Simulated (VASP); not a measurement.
Crystal: HfS2.

```
Hf S
1.0
     3.59936    0.00000    0.00000
    -1.79968    3.11714    0.00000
     0.00000    0.00000    5.76533
Hf S
1 2
Direct
  0.00000 0.00000 0.00000
  0.66667 0.33333 0.74789
  0.33333 0.66667 0.25211
```

The cell is a database's computed one.

Base run:

* Program: VASP 6.6.1
* Functional: PBE0
* Potentials or basis: VASP PAW PBE potentials, release 64 (Hf_pv, S)
* Cutoff: 520 eV
* k mesh: 6 × 6 × 3
* Occupations: gaussian, width 0.03 eV
* Spin: no spin polarisation

Its results: band gap on the k mesh 2.39 eV, indirect (least direct gap 3.40 eV); pressure 1.0 GPa; largest force 0.280 eV/Å.

**Question.** After a change of settings the same cell gave: band gap on the k mesh 0.94 eV, indirect (least direct gap 1.80 eV); pressure 2.8 GPa; largest force 0.021 eV/Å. Which change was it?
A. functional from PBE0 to PBE-EpsX
B. functional from PBE0 to PBE
C. functional from PBE0 to HSE06

**Answer.** B.

PBE0 gives the wider gap, since exact exchange removes part of the self-interaction.

Caveats: spin-orbit coupling is left out, which moves the levels of the heavy elements; this functional lacks dispersion, which binds the layers, so the pressure and a relaxed spacing across them are unreliable; the PAW data sets were made with another functional, which shifts forces and pressure a little (some runs).
